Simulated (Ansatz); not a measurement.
Crystal: La2O3.

```xyz
5
Lattice="3.9308 0.0000 0.0000 -1.9654 3.4042 0.0000 0.0000 0.0000 6.1120" Properties=species:S:1:pos:R:3 pbc="T T T"
La    0.0000    2.2694    1.5050
La    1.9654    1.1347    4.6070
O     0.0000    0.0000    0.0000
O     0.0000    2.2694    3.9477
O     1.9654    1.1347    2.1643
```

The cell is a database's computed one.

| Property | Result |
| --- | --- |
| Program | Ansatz 0.2.0 |
| Task | relaxation of cell and atoms |
| Functional | LDA |
| Potentials or basis | Ansatz PAW |
| Cutoff | 420 eV (not typed: the program's choice for these potentials) |
| k mesh | 8 × 8 × 5 |
| Occupations | fermi-dirac, width 0.05 eV |
| Spin | no spin polarisation |

At the start: volume 16.36 Å³/atom.

Where does the relaxation end?

It ends after 7 steps and the volume is 15.54 Å³/atom (-5.0 %); space group P-3m1 (No. 164, to 0.05 Å).

The path:
| step | energy change (eV) | largest force (eV/Å) | volume (Å³) |
| --- | --- | --- | --- |
| 1 | 0.0000 | 0.1700 | 81.78 |
| 2 | -0.0893 | 0.0491 | 78.27 |
| 3 | -0.0919 | 0.0250 | 77.85 |
| 4 | -0.0921 | 0.0056 | 77.86 |
| 5 | -0.0803 | 0.0057 | 77.86 |
| 6 | -0.0811 | 0.0015 | 77.70 |
| 7 | -0.0805 | 0.0015 | 77.70 |

Final structure:
```
CELL_PARAMETERS angstrom
3.88263 0.00000 0.00000
-1.94132 3.36246 0.00000
0.00000 0.00000 5.95172
ATOMIC_POSITIONS crystal
La 0.33333 0.66667 0.24400
La 0.66667 0.33333 0.75600
O 0.00000 0.00000 0.00000
O 0.33333 0.66667 0.64652
O 0.66667 0.33333 0.35348
```

Caveat: the plane-wave basis is chosen anew once the cell has moved, so the energies of steps on either side of that aren't comparable; the pressure holds a Pulay correction of +0.6 GPa for the finite cutoff; the PAW data sets come from PBE, with cores solved anew for the run's functional, which leaves a small shift of forces and pressure.
